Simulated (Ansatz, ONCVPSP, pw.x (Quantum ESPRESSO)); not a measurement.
## What a changed setting does to a pw.x run (fcc Mo)

Potential: optimised norm-conserving Vanderbilt (ONCV), ONCVPSP 4.0.1.1 (patched build), PBE; core [Ar] 3d10, reference 4s2 4p6 4d5 5s1; waves: 4s+5s: rc 1.80 bohr, ncon 4, nbas 7, qcut 4.4 1/bohr, 2 projectors; 4p: rc 1.20 bohr, ncon 3, nbas 7, qcut 7.8 1/bohr, 1 projector; 4d: rc 1.80 bohr, ncon 4, nbas 8, qcut 5.9 1/bohr, 2 projectors, debl 1.6 Ha; local part: polynomial inside 0.95 bohr (lpopt 5, dvloc0 3 Ha); core correction: Teter function, fcfact 2.75, rcfact 1.65.

The reference run (k-mesh 14³, cutoffs 165/660 Ry, Fermi–Dirac 0.01 Ry, mixing_beta 0.4, conv_thr 1e-9, no spin) gives -0.45 GPa at 16.027 Å³/atom, where all-electron LAPW gives 0.44 GPa. This run, with its own iteration cap, changes k-mesh points per axis to 6.

```
&control
  calculation='scf', prefix='x', pseudo_dir='./', outdir='./tmp', tstress=.true., disk_io='none'
/
&system
  ibrav=0, nat=1, ntyp=1, ecutwfc=165, ecutrho=660, nbnd=15,
  occupations='smearing', smearing='fd', degauss=0.01
/
&electrons
  conv_thr=1e-09, mixing_beta=0.4, electron_maxstep=70
/
ATOMIC_SPECIES
Mo 1.0 Mo.UPF
CELL_PARAMETERS angstrom
  0.00000000 2.00112437 2.00112437
  2.00112437 0.00000000 2.00112437
  2.00112437 2.00112437 0.00000000
ATOMIC_POSITIONS crystal
Mo 0.0000 0.0000 0.0000
K_POINTS automatic
6 6 6 0 0 0
```

```bash
pw.x < Mo.scf.in > Mo.scf.out
```

**Question.** How does the run end?

**Answer.** It converges in 9 iterations; the free energy moves by +14.4 meV/atom and the pressure by +0.77 GPa.

```
Message from routine setup:
     using ibrav=0 with symmetry is DISCOURAGED, use correct ibrav instead
     lattice parameter (alat)  =       5.3480  a.u.
     unit-cell volume          =     108.1556 (a.u.)^3
     number of electrons       =        14.00
     number of Kohn-Sham states=           15
     kinetic-energy cutoff     =     165.0000  Ry
     charge density cutoff     =     660.0000  Ry
     scf convergence threshold =      1.0E-09
     Exchange-correlation= PBE
     number of k points=    16  Fermi-Dirac smearing, width (Ry)=  0.0100
     iteration #  1     ecut=   165.00 Ry     beta= 0.40
     total energy              =    -144.34384574 Ry
     estimated scf accuracy    <       0.11635565 Ry
     iteration #  2     ecut=   165.00 Ry     beta= 0.40
     total energy              =    -144.35028608 Ry
     estimated scf accuracy    <       0.01170652 Ry
     iteration #  3     ecut=   165.00 Ry     beta= 0.40
     total energy              =    -144.35156717 Ry
     estimated scf accuracy    <       0.00094373 Ry
     iteration #  4     ecut=   165.00 Ry     beta= 0.40
     total energy              =    -144.35163312 Ry
     estimated scf accuracy    <       0.00004505 Ry
     iteration #  5     ecut=   165.00 Ry     beta= 0.40
     total energy              =    -144.35163909 Ry
     estimated scf accuracy    <       0.00000288 Ry
     iteration #  6     ecut=   165.00 Ry     beta= 0.40
     total energy              =    -144.35163948 Ry
     estimated scf accuracy    <       0.00000163 Ry
     iteration #  7     ecut=   165.00 Ry     beta= 0.40
     total energy              =    -144.35163957 Ry
     estimated scf accuracy    <       0.00000005 Ry
     iteration #  8     ecut=   165.00 Ry     beta= 0.40
     total energy              =    -144.35163959 Ry
     estimated scf accuracy    <          2.3E-09 Ry
     iteration #  9     ecut=   165.00 Ry     beta= 0.40
     the Fermi energy is    20.2498 ev
!    total energy              =    -144.35163959 Ry
     estimated scf accuracy    <          1.0E-10 Ry
     smearing contrib. (-TS)   =      -0.00628420 Ry
     The total energy is F=E-TS. E is the sum of the following terms:
     one-electron contribution =     -19.17341741 Ry
     hartree contribution      =      18.57534003 Ry
     xc contribution           =     -24.93005356 Ry
     ewald contribution        =    -118.81722445 Ry
     convergence has been achieved in   9 iterations
          total   stress  (Ry/bohr**3)                   (kbar)     P=        3.24
     Message from routine punch:
     Nothing written, as per user request (disk_io='none')
```

The run took about 11 s on one core of a shared host (Intel(R) Xeon(R) Platinum 8488C, 192 threads, 744 GiB, load 60).
